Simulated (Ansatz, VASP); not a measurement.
# Si: VASP beside Ansatz

```
Si
1.0
     3.86854    0.00000    0.00000
     0.00000    5.47094    0.00000
     0.00000    0.00000   12.72620
Si
4
Direct
  0.00000 0.36656 0.43218
  0.50000 0.13344 0.43218
  0.50000 0.86656 0.56782
  0.00000 0.63344 0.56782
```

Alike in both runs: task single point; functional PBE; k mesh 8 × 6 × 1; occupations fermi-dirac, width 0.02 eV; no spin polarisation.

```csv
,VASP,Ansatz
version,VASP 6.6.1,Ansatz 0.2.0
potentials or method,"VASP PAW PBE potentials, release 64 (Si)","PAW with Ansatz's default frozen-core files, scalar-relativistic"
plane-wave cutoff (eV),520,420
valence electrons in the cell,16,16
```

Ansatz gave:

```
rms of the force components (eV/Å) : 0.002
```

Task: Which values does VASP return?

Result: rms of the force components (eV/Å): 0.004.

Atom by atom the forces differ by 0.004 eV/Å (rms over components). Ansatz warned: «vacuum_density_over_bound».
